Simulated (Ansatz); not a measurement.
**2H-CrSTe monolayer in a perpendicular field**

Wanted: the out-of-plane response of the 2H-CrSTe monolayer. A positive field points along +c.

Main program and level: Ansatz 0.2.0; plane-wave DFT, PBE-D3(BJ), Ansatz PAW (set soft_1); PAW set soft_1.

## 1. The structure

The cell holds 3 atoms: 1 Te, 1 Cr and 1 S. Its edges and angles: a = 3.365 Å, b = 3.365 Å, c = 37.174 Å, α = 90.0°, β = 90.0°, γ = 120.0°. Vacuum lies along c.

## 2. Relaxation

The starting cell is a guess, so the in-plane lattice and the atoms are relaxed first, with the slab cut off from its images along the normal.

Input file input.yaml:

```yaml
crystal:
  lattice:
    - [3.365, 0.0, 0.0]
    - [-1.6825, 2.9141754837, 0.0]
    - [0.0, 0.0, 37.1736110956]
  atoms:
    - { symbol: Te, position: [0.3333333333, 0.6666666667, 0.4586586962] }
    - { symbol: Cr, position: [0.0, 0.0, 0.507180115] }
    - { symbol: S, position: [0.3333333333, 0.6666666667, 0.5413413038] }
  periodic: [true, true, false]
kpoints:
  mp_grid: { grid: [12, 12, 1] }
hamiltonian:
  xc: pbe
  dispersion: d3bj
  pseudopotentials: { kind: paw, azcp: { folder: soft_1 } }
scf:
  occupations: { method: fermi_dirac, width: 0.05 }
  convergence: { dr2_threshold: 1.0e-09 }
relax:
  f_tol: 0.004
  max_steps: 90
  cell: {}
output:
  write_potential: true
  write_density: true
  volumetric_format: npy
```

The run is started by

```sh
$ ansatz run input.yaml --threads 2 --pin off --max-ram 3072MiB --backend cpu --events-out ev --progress --plain --runs-dir out
```

Numbers of over 12 decimals in the logs are rounded to 6 here.

The program printed:

```text
Warning: relax.cell: scf.convergence.dr2_threshold = 1e-9 eV is looser than the 1.7552142292e-10 eV advised for a relaxation that steers and ends on the stress (1e-10 eV for each atom of the cell: 3, times the square of relax.cell.stress_2d_tol = 0.05 N/m over 13.1 Å (the atoms' height at the walk's start and 5 Å past either face), 3.824e-2 GPa, over a crystal's default 0.05). What an SCF threshold leaves in a stress goes as its square root, and in the free energy as the threshold itself, and one threshold admits the most on a small cell: [figures from the program's tests cut] Set scf.convergence.dr2_threshold to 1.7552142292e-10 eV or tighter. [rest of the remark cut]
Engine: ansatz 0.2.0, aarch64-unknown-linux-gnu
Pseudopotentials: kind: paw
Pseudopotential: Te, paw, valence charge 16, recommended cutoff 420 eV (normal), soft_1/Te.paw.azcp
Pseudopotential: Cr, paw, valence charge 14, recommended cutoff 420 eV (normal), soft_1/Cr.paw.azcp
Pseudopotential: S, paw, valence charge 6, recommended cutoff 420 eV (normal), soft_1/S.paw.azcp
Functional definition: PBE
  parameter kappa = 0.804
  parameter beta = 0.066725
  exchange = pbe_x(kappa = kappa, mu = beta*pi^2/3)
  correlation = pbe_c(beta = beta)
Crystal: 3 atoms, lattice volume = 364.532 Å³
Basis set: ecut = 420 eV, 7193 PW (Γ), exchange–correlation on 48×48×500 points (8 copies of the dense FFT grid, shifted against one another)
Bands: 22, of which v1, the nominal top of the filled ones, is band 18 counted from 1 (17 counted from 0)
Symmetry: 6 space group operations
Space group: P3m1 (ITA 156), of the structure as read, at distance tolerance 7.1e-5 Å
k-points: 19 of 144 (time reversal used)
Non-local potential: Te, projectors of the file, l = 0: 2, l = 1: 2, l = 2: 2, l = 3: 1
Non-local potential: Cr, projectors of the file, l = 0: 3, l = 1: 2, l = 2: 3, l = 3: 1
Non-local potential: S, projectors of the file, l = 0: 2, l = 1: 2, l = 2: 1
PAW form: soft (Blöchl's): semilocal exchange-correlation on the pseudo side does not see the compensation charge
PAW one-centre angular grid: Te, 590 points (default); XC on 64 Gauss nodes
PAW one-centre angular grid: Cr, 590 points (default); XC on 64 Gauss nodes
PAW one-centre angular grid: S, 110 points (default); XC on 64 Gauss nodes
Initial density: superposition of atomic densities (neutral atoms: chi_scale 0, normalization atom)
Initial wavefunctions: pseudopotential atomic-orbital guess
Functional: x = pbe(κ = 0.804, μ = 0.219515), c = pbe(β = 0.066725)
SCF iter   1: F=—  HF=-11264.374223 eV  |F-HF|=—  |Δ(HF+E_count)|=         —  Δρ=6.67e-2  dr2=2.01e1  ethr=3.10e-3  ⟨swp⟩=18.0  Hψ=3924  notcnv=0
preconditioner: auto → LDOS  [insulator: Δε(μ)=0.274 eV  Ē_g=7.735 eV  σ=0.050 eV  W_gap=0.88  n_scr=20 (ndim 8)  ℏωp=8.3 eV  f_vac=0.800  D(μ)=0.08/eV (n_scr^D=2)  ε∞_Penn≈2.1  β→1.0]
SCF iter   2: F=—  HF=-11298.936176 eV  |F-HF|=—  |Δ(HF+E_count)|=    3.46e1  Δρ=2.71e-1  dr2=3.42e2  ethr=3.10e-3  ⟨swp⟩=5.8  Hψ=1681  notcnv=0  recentre
SCF iter   3: F=—  HF=-11262.171687 eV  |F-HF|=—  |Δ(HF+E_count)|=    3.68e1  Δρ=3.15e-2  dr2=4.62e0  ethr=3.10e-3  ⟨swp⟩=5.6  Hψ=1580  notcnv=0  defer=4
SCF iter   4: F=—  HF=-11261.930144 eV  |F-HF|=—  |Δ(HF+E_count)|=   2.42e-1  Δρ=1.77e-2  dr2=4.80e0  ethr=3.10e-3  ⟨swp⟩=5.4  Hψ=1236  notcnv=0  defer=2
SCF iter   5: F=—  HF=-11261.605375 eV  |F-HF|=—  |Δ(HF+E_count)|=   3.25e-1  Δρ=4.03e-3  dr2=1.27e-1  ethr=3.10e-3  ⟨swp⟩=4.2  Hψ=816  notcnv=0
SCF iter   6: F=—  HF=-11261.614613 eV  |F-HF|=—  |Δ(HF+E_count)|=   9.24e-3  Δρ=2.97e-3  dr2=1.13e-1  ethr=3.51e-4  ⟨swp⟩=4.1  Hψ=1159  notcnv=0
SCF iter   7: F=—  HF=-11261.599660 eV  |F-HF|=—  |Δ(HF+E_count)|=   1.50e-2  Δρ=1.16e-3  dr2=2.92e-2  ethr=3.13e-4  ⟨swp⟩=3.0  Hψ=639  notcnv=0
SCF iter   8: F=—  HF=-11261.595573 eV  |F-HF|=—  |Δ(HF+E_count)|=   4.09e-3  Δρ=4.56e-4  dr2=2.02e-3  ethr=8.11e-5  ⟨swp⟩=2.7  Hψ=775  notcnv=0
SCF iter   9: F=—  HF=-11261.595487 eV  |F-HF|=—  |Δ(HF+E_count)|=   8.57e-5  Δρ=2.42e-4  dr2=4.18e-4  ethr=5.60e-6  ⟨swp⟩=2.8  Hψ=816  notcnv=0
SCF iter  10: F=—  HF=-11261.595454 eV  |F-HF|=—  |Δ(HF+E_count)|=   3.29e-5  Δρ=4.60e-5  dr2=9.10e-6  ethr=1.16e-6  ⟨swp⟩=2.1  Hψ=622  notcnv=0
SCF iter  11: F=—  HF=-11261.595452 eV  |F-HF|=—  |Δ(HF+E_count)|=   1.68e-6  Δρ=1.53e-5  dr2=1.65e-6  ethr=2.53e-8  ⟨swp⟩=4.0  Hψ=1064  notcnv=0
SCF iter  12: F=—  HF=-11261.595375 eV  |F-HF|=—  |Δ(HF+E_count)|=   7.74e-5  Δρ=3.97e-6  dr2=1.13e-7  ethr=4.60e-9  ⟨swp⟩=2.2  Hψ=551  notcnv=0
SCF iter  13: F=—  HF=-11261.595375 eV  |F-HF|=—  |Δ(HF+E_count)|=   4.31e-8  Δρ=9.57e-7  dr2=9.59e-9  ethr=3.15e-10  ⟨swp⟩=3.4  Hψ=784  notcnv=0
SCF iter  14: F=-11261.595375 eV  HF=-11261.595375 eV  |F-HF|=1.10e-9  |Δ(HF+E_count)|=   3.28e-9  Δρ=3.66e-7  dr2=6.28e-10  ethr=2.78e-12  ⟨swp⟩=12.0  Hψ=4145  notcnv=0
SCF 1 converged in 14 iterations: F = -11261.595375 eV  dr2 = 6.28e-10
  greatest PAW one-centre occupation: 1.000 electrons in one spin orbital (limit 2), on the Cr atom at site 1 (counted from 0), in its partial waves of l = 0
relax step   1: F+E_penalty+E_count = -11261.59537492 eV  Δ(F+E_penalty+E_count) = +0.000e0 eV  max|allowed force component| = 3.772e-1 eV/Å  Δτ_max = 0.0000 Å  P = -3.491 N/m  Ω = 364.532 Å³  fix = [c, alpha, beta]  reactions: c -0.000 N/m  (14 SCF iters, accepted)
Crystal: 3 atoms, lattice volume = 342.056 Å³
Basis set: ecut = 420 eV, 6809 PW (Γ), exchange–correlation on 48×48×500 points (8 copies of the dense FFT grid, shifted against one another)
Initial density: handed on by an earlier stage of this run
Initial wavefunctions: those handed on with the density
iter 1 solved again at ethr=2.76e-4 eV; its pass at ethr=3.10e-3 eV (dr2=9.93e-2 eV) is discarded
SCF iter   1: F=—  HF=-11261.711073 eV  |F-HF|=—  |Δ(HF+E_count)|=         —  Δρ=4.66e-3  dr2=9.98e-2  ethr=2.76e-4  ⟨swp⟩=2.4  Hψ=3937  notcnv=0
preconditioner: auto → LDOS  [insulator: Δε(μ)=0.321 eV  Ē_g=6.649 eV  σ=0.050 eV  W_gap=0.92  n_scr=22 (ndim 8)  ℏωp=8.5 eV  f_vac=0.801  D(μ)=0.09/eV (n_scr^D=2)  ε∞_Penn≈2.6  β→1.0]
SCF iter   2: F=—  HF=-11261.758126 eV  |F-HF|=—  |Δ(HF+E_count)|=   4.71e-2  Δρ=1.15e-2  dr2=5.84e-1  ethr=2.76e-4  ⟨swp⟩=3.5  Hψ=938  notcnv=0  recentre
SCF iter   3: F=—  HF=-11261.702728 eV  |F-HF|=—  |Δ(HF+E_count)|=   5.54e-2  Δρ=3.33e-3  dr2=5.69e-2  ethr=2.76e-4  ⟨swp⟩=4.1  Hψ=1188  notcnv=0
SCF iter   4: F=—  HF=-11261.698435 eV  |F-HF|=—  |Δ(HF+E_count)|=   4.29e-3  Δρ=5.48e-4  dr2=2.04e-3  ethr=1.58e-4  ⟨swp⟩=2.2  Hψ=557  notcnv=0
SCF iter   5: F=—  HF=-11261.698460 eV  |F-HF|=—  |Δ(HF+E_count)|=   2.50e-5  Δρ=2.66e-4  dr2=2.87e-4  ethr=5.67e-6  ⟨swp⟩=3.4  Hψ=813  notcnv=0
[...]
iter 1 solved again at ethr=1.09e-5 eV; its pass at ethr=3.10e-3 eV (dr2=3.92e-3 eV) is discarded
SCF iter   1: F=—  HF=-11261.700240 eV  |F-HF|=—  |Δ(HF+E_count)|=         —  Δρ=7.86e-4  dr2=4.27e-3  ethr=1.09e-5  ⟨swp⟩=3.2  Hψ=3888  notcnv=0
preconditioner: auto → Resta (q_TF=auto, 1.881 Å⁻¹)  ε∞=2.6  [insulator: Δε(μ)=0.408 eV  Ē_g=6.700 eV  σ=0.050 eV  W_gap=0.97  n_scr=22 (ndim 8)  ℏωp=8.6 eV  f_vac=0.802  D(μ)=0.05/eV (n_scr^D=0)  ε∞_Penn≈2.6  vacuum switching on, ρ_ref=3.3e-3 e/Å³]
SCF iter   2: F=—  HF=-11261.699575 eV  |F-HF|=—  |Δ(HF+E_count)|=   6.65e-4  Δρ=9.62e-4  dr2=4.10e-3  ethr=1.09e-5  ⟨swp⟩=2.4  Hψ=621  notcnv=0
SCF iter   3: F=—  HF=-11261.700295 eV  |F-HF|=—  |Δ(HF+E_count)|=   7.21e-4  Δρ=1.57e-3  dr2=1.38e-2  ethr=1.09e-5  ⟨swp⟩=3.4  Hψ=918  notcnv=0  recentre
SCF iter   4: F=—  HF=-11261.699290 eV  |F-HF|=—  |Δ(HF+E_count)|=   1.00e-3  Δρ=1.44e-4  dr2=1.06e-4  ethr=1.09e-5  ⟨swp⟩=3.1  Hψ=697  notcnv=0
SCF iter   5: F=—  HF=-11261.699264 eV  |F-HF|=—  |Δ(HF+E_count)|=   2.59e-5  Δρ=8.80e-5  dr2=6.51e-5  ethr=2.96e-7  ⟨swp⟩=4.1  Hψ=855  notcnv=0
SCF iter   6: F=—  HF=-11261.699268 eV  |F-HF|=—  |Δ(HF+E_count)|=   3.96e-6  Δρ=4.00e-5  dr2=1.08e-5  ethr=1.81e-7  ⟨swp⟩=2.5  Hψ=650  notcnv=0
SCF iter   7: F=—  HF=-11261.699273 eV  |F-HF|=—  |Δ(HF+E_count)|=   4.84e-6  Δρ=1.42e-5  dr2=6.87e-7  ethr=3.00e-8  ⟨swp⟩=2.3  Hψ=624  notcnv=0
SCF iter   8: F=—  HF=-11261.699182 eV  |F-HF|=—  |Δ(HF+E_count)|=   9.17e-5  Δρ=2.13e-6  dr2=1.85e-8  ethr=1.91e-9  ⟨swp⟩=3.4  Hψ=916  notcnv=0
SCF iter   9: F=—  HF=-11261.699182 eV  |F-HF|=—  |Δ(HF+E_count)|=   2.20e-8  Δρ=8.68e-7  dr2=3.53e-9  ethr=5.13e-11  ⟨swp⟩=3.8  Hψ=1012  notcnv=0
SCF iter  10: F=-11261.699182 eV  HF=-11261.699182 eV  |F-HF|=1.53e-9  |Δ(HF+E_count)|=   3.60e-9  Δρ=1.53e-7  dr2=1.47e-10  ethr=2.78e-12  ⟨swp⟩=12.8  Hψ=3319  notcnv=0
SCF 3 converged in 10 iterations: F = -11261.699182 eV  dr2 = 1.47e-10
relax step   3: F+E_penalty+E_count = -11261.69918157 eV  Δ(F+E_penalty+E_count) = -7.696e-4 eV  max|allowed force component| = 3.304e-1 eV/Å  Δτ_max = 0.0141 Å  P = +0.490 N/m  Ω = 335.684 Å³  energy of the carried Pulay correction = +1.168e-3 eV  fix = [c, alpha, beta]  reactions: c +0.000 N/m  (10 SCF iters, accepted)
[...]
relax step   4: F+E_penalty+E_count = -11261.70299622 eV  Δ(F+E_penalty+E_count) = -3.815e-3 eV  max|allowed force component| = 3.357e-2 eV/Å  Δτ_max = 0.0125 Å  P = -0.068 N/m  Ω = 337.282 Å³  energy of the carried Pulay correction = +1.101e-3 eV  fix = [c, alpha, beta]  reactions: c -0.000 N/m  (9 SCF iters, accepted)
[...]
relax step   5: F+E_penalty+E_count = -11261.70295133 eV  Δ(F+E_penalty+E_count) = +4.489e-5 eV  max|allowed force component| = 5.174e-2 eV/Å  Δτ_max = 0.0040 Å  P = +0.055 N/m  Ω = 337.115 Å³  energy of the carried Pulay correction = +1.108e-3 eV  fix = [c, alpha, beta]  (7 SCF iters, rejected (line search))
[...]
relax step   6: F+E_penalty+E_count = -11261.70304960 eV  Δ(F+E_penalty+E_count) = -5.338e-5 eV  max|allowed force component| = 2.664e-4 eV/Å  Δτ_max = 0.0014 Å  P = +0.001 N/m  Ω = 337.109 Å³  energy of the carried Pulay correction = +1.108e-3 eV  fix = [c, alpha, beta]  reactions: c +0.000 N/m  (8 SCF iters, accepted)
Initial wavefunctions: pseudopotential atomic-orbital guess (no wavefunctions were taken with the density)
iter 1 solved again at ethr=1.57e-7 eV; its pass at ethr=3.10e-3 eV (dr2=5.66e-5 eV) is discarded
SCF iter   1: F=—  HF=-11261.701925 eV  |F-HF|=—  |Δ(HF+E_count)|=         —  Δρ=3.49e-5  dr2=7.51e-7  ethr=1.57e-7  ⟨swp⟩=7.1  Hψ=5878  notcnv=0
SCF iter   2: F=—  HF=-11261.701843 eV  |F-HF|=—  |Δ(HF+E_count)|=   8.26e-5  Δρ=9.50e-5  dr2=3.99e-5  ethr=2.09e-9  ⟨swp⟩=4.6  Hψ=1099  notcnv=0
SCF iter   3: F=—  HF=-11261.701840 eV  |F-HF|=—  |Δ(HF+E_count)|=   2.54e-6  Δρ=8.30e-5  dr2=3.79e-5  ethr=2.09e-9  ⟨swp⟩=4.4  Hψ=1031  notcnv=0
SCF iter   4: F=—  HF=-11261.701839 eV  |F-HF|=—  |Δ(HF+E_count)|=   1.13e-6  Δρ=1.97e-5  dr2=1.70e-6  ethr=2.09e-9  ⟨swp⟩=3.2  Hψ=945  notcnv=0
SCF iter   5: F=—  HF=-11261.701839 eV  |F-HF|=—  |Δ(HF+E_count)|=   2.92e-8  Δρ=2.50e-6  dr2=2.37e-8  ethr=2.09e-9  ⟨swp⟩=3.6  Hψ=834  notcnv=0
SCF iter   6: F=—  HF=-11261.701839 eV  |F-HF|=—  |Δ(HF+E_count)|=   8.70e-8  Δρ=6.55e-7  dr2=1.48e-9  ethr=6.60e-11  ⟨swp⟩=3.3  Hψ=831  notcnv=0
SCF iter   7: F=-11261.701839 eV  HF=-11261.701839 eV  |F-HF|=6.33e-9  |Δ(HF+E_count)|=   4.10e-8  Δρ=1.80e-7  dr2=1.89e-10  ethr=2.78e-12  ⟨swp⟩=17.9  Hψ=3964  notcnv=0
SCF 7 converged in 7 iterations: F = -11261.701839 eV  dr2 = 1.89e-10
relax step   7: F+E_penalty+E_count = -11261.70183903 eV  Δ(F+E_penalty+E_count) = +1.211e-3 eV  max|allowed force component| = 6.407e-4 eV/Å  Δτ_max = 0.0000 Å  P = +0.007 N/m  Ω = 337.109 Å³  fix = [c, alpha, beta]  reactions: c +0.000 N/m  stress off target by 6.84e-3 N/m on what of the cell is left free  SCF on the basis re-selected at this cell (its energy is not comparable with the rows above)  (7 SCF iters)
basis re-selected at this cell: Δ(F+E_penalty+E_count) = +1.211e-3 eV, ΔP = +0.006 N/m vs the last step (what re-selecting the basis moved, of the pressure what is left beyond the Pulay correction that the steps carried, after the strain that the cell walked since its last selection, with what the two solves' SCF thresholds leave and, on support functions, any second-order correction that the steps lacked; it is no m [...]
SCF converged after 7 iterations
Free energy (F): -11261.701839 eV
Harris-Foulkes:  -11261.701839 eV  (|F-HF|=6.33e-9)
Internal energy: -11261.700772 eV  (E = F + TS)
E sigma→0 (E₀):  -11261.701306 eV
Entropy (-TS):   -0.001067 eV (-0.356 meV/atom)
Fermi energy:    -4.775775 eV
--- Per-component energies (eV) ---
  E_band       = -1042.965683
  E_kinetic    = 583.327211
  E_local      = -103870.595177  (includes V_loc(G=0)·N_el)
  E_nonlocal   = 143.542693
  E_hartree    = 51555.435135
  E_xc         = -327.841427
  E_vxc        = -332.952408  (∫ρ·V_xc dr)
  E_paw        = -6499.438556  (= ΣΔE_a)
  E_vpaw       = -677.160444  (= ΣTr[D̂ρ^β])
  E_aug_tail   = 0.000893  (compensation charges beyond the density's cutoff)
  E_ewald      = 47154.816108
  E_disp       = -0.947652  (pairwise vdW)
  E_smearing   = -0.001067  (= −TS)
  E_closure    = -0.000000  (closes the sum)
  Σ components = -11261.701839   (vs F -11261.701839, Δ=0.00e0)
--- Forces (eV/Å), atoms counted from 1 ---
  atom   1  Te    -0.00000000    -0.00000000    -0.00034427
  atom   2  Cr    -0.00000000     0.00000000    -0.00029532
  atom   3  S      0.00000000    -0.00000000     0.00064133
  max |Σ_I F_I| component: 1.74e-6 eV/Å
--- 2D stress c σ (N/m, compression-positive) ---
        0.006839      -0.000000       0.000000
       -0.000000       0.006839       0.000000
        0.000000       0.000000       0.000000
  P = ½ c Tr σ = 0.0068 N/m
--- Band table (eV; the first three rows and the last of 19) ---
  k-point 0: bands = [... 14 lower, -7.3128, -5.8527, -5.8527, -4.9602, -2.6586, -2.6586, -1.5271, -1.2523]
  k-point 1: bands = [... 14 lower, -7.2962, -5.9928, -5.9134, -4.9839, -2.8832, -2.6868, -2.0616, -1.4724]
  k-point 2: bands = [... 14 lower, -7.2809, -6.4847, -6.0252, -5.1461, -3.4450, -3.1338, -2.8803, -1.8439]
  k-point 18: bands = [... 14 lower, -8.6398, -8.4646, -6.7198, -5.4091, -4.6049, -3.7592, -3.4155, -2.0346]
  the weakly bound empty levels are not read free of the cell's end (no_gap_told)
--- Relaxed structure (6 steps of the walk, 5 accepted, 1 SCFs on fresh bases) ---
  F+E_penalty+E_count = -11261.70183903 eV   max|allowed force component| = 6.407e-4 eV/Å   (the final SCF, on the basis selected at the relaxed cell)
  cell:  # Å, volume = 337.1094 Å³
    - [3.235957, 0, 0]
    - [-1.617978, 2.802421, 0]
    - [0, 0, 37.1736110956]
  atoms:
    - { symbol: Te, position: [0.333333, 0.666667, 0.457528] }
    - { symbol: Cr, position: [-5.487900900713339e-19, -3.7007434155248937e-17, 0.506509] }
    - { symbol: S, position: [0.333333, 0.666667, 0.543143] }
```

It took 66 s on 2 threads of Arm Neoverse V1, shared host; peak memory 0.59 GiB; 2.2 min of CPU time.

This run has no spin polarisation, although Cr can carry a moment.

Step by step:

```
step  energy less that of the first step (eV)  largest force component (eV/Å)  volume (Å³)
   1                                   0.0000                          0.3772       364.53
   2                                  -0.1030                          0.1152       342.06
   3                                  -0.1038                          0.3304       335.68
   4                                  -0.1076                          0.0336       337.28
   5                                  -0.1076                          0.0517       337.11
   6                                  -0.1077                          0.0003       337.11
  7*                                  -0.1065                          0.0006       337.11
```

Relaxation steps marked * repeat the geometry before them on a plane-wave basis chosen anew for their cell, so energy and pressure can jump there. Relaxation step 5 was tried and not accepted.

The run keeps the 6 symmetry operations that it works with, so distortions that break them were not tested.

```
cell as run  before  after  change
      a (Å)   3.365  3.236  -3.8 %
      b (Å)   3.365  3.236  -3.8 %
```

The atoms that moved most (Å, along periodic axes as changes of fractional coordinates times the final cell, across vacuum about the mean position):

```
atom     dx     dy      dz  length
  S3  0.000  0.000   0.067   0.067
 Te1  0.000  0.000  -0.042   0.042
 Cr2  0.000  0.000  -0.025   0.025
```

The relaxed structure:

```xyz
3
Lattice="3.2360 0.0000 0.0000 -1.6180 2.8024 0.0000 0.0000 0.0000 37.1736" Properties=species:S:1:pos:R:3
Te    0.0000    1.8683   17.0080
Cr    0.0000    0.0000   18.8288
S     0.0000    1.8683   20.1906
```

Numbers from this step:

| Quantity | Value |
| --- | --- |
| energy at zero smearing | -11261.7013 eV |

The lattice constant a goes from 3.365 to 3.236 Å.

[end of part 1 of 3]

[Logs are printed without paths, hosts, clocks, repeated set-up lines and the standing remarks that a program may print on its own settings, such as how far it seeks lower states.]

[Hosts, paths, dates, database ids (printed as entryN), source tags and the programs' standing remarks are cut or masked in the printed files.]

[Maps of the electrostatic potential energy from Ansatz leave out the sawtooth potential of an applied field or a dipole correction, so their vacuum need not be flat; planar profiles and work functions include it.]
